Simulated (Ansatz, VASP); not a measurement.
## BaS in VASP and in Ansatz

The input INCAR:

```
SYSTEM = BaS
PREC     = Accurate       ! precision mode
ENCUT    = 520            ! plane-wave cutoff, eV
EDIFF    = 1E-6           ! SCF threshold, eV
ISMEAR   = 0              ! smearing method
SIGMA    = 0.05           ! smearing width, eV
LREAL    = .FALSE.        ! projectors in reciprocal space
LASPH    = .TRUE.         ! aspherical terms in the spheres
NELM     = 80             ! most SCF steps
ALGO     = Normal         ! electronic algorithm
ISIF     = 2              ! what is computed and relaxed
LWAVE    = .FALSE.        ! write WAVECAR
LCHARG   = .FALSE.        ! write CHGCAR
GGA      = PS             ! functional
NBANDS   = 15             ! bands
```

KPOINTS

```
regular mesh
0
G
  8 8 8
  0 0 0
```

The input POSCAR:

```
BaS
1.0
    0.0000000000      3.1663007200      3.1663007200
    3.1663007200      0.0000000000      3.1663007200
    3.1663007200      3.1663007200      0.0000000000
Ba S
1 1
Direct
   -0.0167492014      0.0167492014      0.0000000000
    0.5000000000      0.5000000000      0.5000000000
```

Input for Ansatz:

```yaml
crystal:
  lattice:
    - [0.0, 3.16630072, 3.16630072]
    - [3.16630072, 0.0, 3.16630072]
    - [3.16630072, 3.16630072, 0.0]
  atoms:
    - { symbol: Ba, position: [-0.0167492014, 0.0167492014, 0.0] }
    - { symbol: S, position: [0.5, 0.5, 0.5] }
basis:
  ecutwfc: 420
kpoints:
  mp_grid: { grid: [8, 8, 8] }
hamiltonian:
  xc: pbesol
scf:
  occupations: { method: gaussian, width: 0.05 }
output:
  forces: true
  stress: true
  eigenvalues: true
```

Change from the starting cell: all Ba atoms moved +0.075 Å, as atom 1 along Cartesian [1 -1 0].

Alike in both runs: task single point; functional PBEsol; k mesh 8 × 8 × 8; occupations gaussian, width 0.05 eV; no spin polarisation.

|  | VASP | Ansatz |
| --- | --- | --- |
| version | VASP 6.6.1 | Ansatz 0.2.0 |
| potentials or method | VASP PAW PBE potentials, release 64 (Ba_sv, S) | scalar-relativistic, plane waves, PAW |
| plane-wave cutoff (eV) | 520 | 420 |
| valence electrons in the cell | 16 | 16 |

|  | VASP | Ansatz | Ansatz less VASP |
| --- | --- | --- | --- |
| gap on the k mesh at the Fermi level (eV) | 1.96 | 2.06 | +0.103 |
| least direct gap on the mesh (eV) | 2.07 | 2.14 | +0.070 |
| pressure (GPa) | 0.7 | 0.0 | -0.69 |
| largest component of the traceless stress (GPa) | 0.10 | 0.09 | -0.009 |
| rms of the force components (eV/Å) | 0.096 | 0.088 | -0.0088 |

Atom by atom the forces differ by 0.009 eV/Å (rms over components).

Caveats: the PAW data sets were made with another functional, which shifts forces and pressure a little (VASP); spin-orbit coupling is left out, which moves the levels of the heavy elements. A k mesh can miss the band edges.
